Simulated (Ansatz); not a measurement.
## LiNbO3 — field gradients at the nuclei

The cell is a structure deposited in the COD, ions relaxed with PBE at fixed cell.

```cif
data_LiNbO3
_symmetry_space_group_name_H-M 'R3c:H'
_symmetry_Int_Tables_number 161
_cell_length_a 5.1502
_cell_length_b 5.1502
_cell_length_c 13.8653
_cell_angle_alpha 90.000
_cell_angle_beta 90.000
_cell_angle_gamma 120.000
loop_
_atom_site_label
_atom_site_type_symbol
_atom_site_symmetry_multiplicity
_atom_site_Wyckoff_symbol
_atom_site_fract_x
_atom_site_fract_y
_atom_site_fract_z
Li Li 6 a 0.0000 0.0000 0.7223
Nb Nb 6 a 0.0000 0.0000 0.0044
O O 18 b 0.6771 0.7106 0.6080
```

One atom of each set is listed; the run and its k-mesh use a cell of 10 atoms with edges of 5.50, 5.50, 5.50 Å.

Method: Kohn–Sham DFT in Ansatz, r2SCAN, plane waves and PAW, scalar-relativistic, 500 eV cutoff, Γ-centred 7×7×7 k-points, Fermi–Dirac smearing 0.02 eV.

V_zz is the principal component of the electric field gradient with the largest magnitude, η = (V_xx − V_yy)/V_zz and C_Q = eQV_zz/h. ν_Q = 3|C_Q|/[2I(2I − 1)].

7Li: I = 3/2, Q = -40.10 mb; 93Nb: I = 9/2, Q = -320.0 mb; ¹⁷O: I = 5/2, Q = -25.58 mb. Q values from Pyykkö, Mol. Phys. 116, 1328 (2018).

| site | atoms | first shell | C_Q (MHz) | η | ν_Q (MHz) |
| --- | --- | --- | --- | --- | --- |
| Li | 2 | 6 O at 2.05–2.24 Å | -0.058 | 0.00 | 0.029 |
| Nb | 2 | 6 O at 1.88–2.14 Å | -27.3 | 0.00 | 1.14 |
| O | 6 | 2 Nb at 1.88–2.14 Å, 2 Li at 2.05–2.24 Å; also 1 Li at 3.31 Å | -1.30 | 0.88 | 0.194 |

An axis of threefold or higher order runs through Li and Nb, so V_zz lies along it and η is zero.

Without spin–orbit coupling (the program notes it for Nb) the gradients are little affected as a rule: paired runs on crystals with a gap mostly move them by under 2 % at such atoms. With these PAW files V_zz is typically within 2 to 3 % of all-electron values, but misses above 10 % occur on Li.
